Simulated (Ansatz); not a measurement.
**ZnO: the band gap up the ladder of functionals**

The task here is to estimate one member of a computed series from the others.

Program: Ansatz 0.2.0. PAW datasets, plane waves. Spin-unpolarised throughout; all numbers are computed.

**The system as given**

The cell was relaxed beforehand with r2SCAN.

It is hexagonal, P6_3mc (No. 186); conventional cell a = 3.235 Å, c = 5.211 Å, 11.81 Å³ an atom. Zn has 4 O at 1.97–1.98 Å; O has 4 Zn at 1.97–1.98 Å.

Coordinates:

```cif
data_structure
_symmetry_space_group_name_H-M 'P6_3mc'
_symmetry_Int_Tables_number 186
_cell_length_a 3.2354
_cell_length_b 3.2354
_cell_length_c 5.2109
_cell_angle_alpha 90.000
_cell_angle_beta 90.000
_cell_angle_gamma 120.000
_cell_volume 47.24
loop_
_atom_site_label
_atom_site_type_symbol
_atom_site_symmetry_multiplicity
_atom_site_Wyckoff_symbol
_atom_site_fract_x
_atom_site_fract_y
_atom_site_fract_z
_atom_site_occupancy
Zn1 Zn 2 b 0.33333 0.66667 0.49966 1
O1 O 2 b 0.66667 0.33333 0.37935 1
```

The first run:

input.yaml

```yaml
crystal:
  lattice:
    - [3.2353520104, 0.0, 0.0]
    - [-1.6176760052, 2.8018970312, 0.0]
    - [0.0, 0.0, 5.2109135507]
  atoms:
    - { symbol: Zn, position: [0.3333333333, 0.6666666667, 0.4996551295] }
    - { symbol: Zn, position: [0.6666666667, 0.3333333333, -0.0003448705] }
    - { symbol: O, position: [0.6666666667, 0.3333333333, 0.3793548705] }
    - { symbol: O, position: [0.3333333333, 0.6666666667, 0.8793548705] }
kpoints:
  mp_grid: { grid: [12, 12, 6] }
  band_path:
    path:
      - [[0.0, 0.0, 0.0], [0.5, 6.680544597222e-17, 7.332541847228e-18], [0.3333333333333, 0.3333333333333, 4.574799657446e-18], [0.0, 0.0, 0.0], [4.061619744673e-35, -1.719063097179e-34, 0.5], [0.5, 6.60089674881e-17, 0.5], [0.3333333333333, 0.3333333333333, 0.5], [4.061619744673e-35, -1.719063097179e-34, 0.5]]
      - [[0.5, 6.60089674881e-17, 0.5], [0.5, 6.680544597222e-17, 7.332541847228e-18]]
      - [[0.3333333333333, 0.3333333333333, 0.5], [0.3333333333333, 0.3333333333333, 4.574799657446e-18]]
    npoints: 10
hamiltonian:
  xc: pbe
scf:
  occupations: { method: fermi_dirac, width: 0.02 }
  n_extra_bands: 5
output:
  forces: true
  stress: true
  eigenvalues: true
```

On the command line:

```bash
$ ansatz run input.yaml --threads 2 --pin off --max-ram 4608MiB --backend cpu --events-out ev --progress --plain --runs-dir out
```

Among the steps run: Band structure with PBE; r2SCAN; Single point with HSE06; Single point with PBE0; LDA at the same geometry; Single point with DDH-PBE0; Single point with LC-ωPBE; Hartree-Fock at the same geometry.

One table of the session follows, with a row left open; its other results are not shown here.

| level | gap (eV) |
| --- | --- |
| PBE | 0.81 |
| r2SCAN | 1.24 |
| HSE06 | 2.53 |
| PBE0 | 3.22 |
| LDA | 0.74 |
| DDH-PBE0 | 2.69 |
| LC-ωPBE | ? |
| Hartree-Fock | 11.33 |

**Question.** Estimate the row for LC-ωPBE.

**Answer.** gap (eV): 7.75. In the column «gap (eV)» it lies between PBE0 (3.22) and Hartree-Fock (11.33).

Meshes: PBE 12×12×6, r2SCAN 12×12×6, HSE06 6×6×4, PBE0 6×6×4, LDA 12×12×6, DDH-PBE0 6×6×4, LC-ωPBE 6×6×4, Hartree-Fock 6×6×4.

Caveats from the session: Warnings in the runs' records: stress exchange threshold loose, stress scf threshold loose.
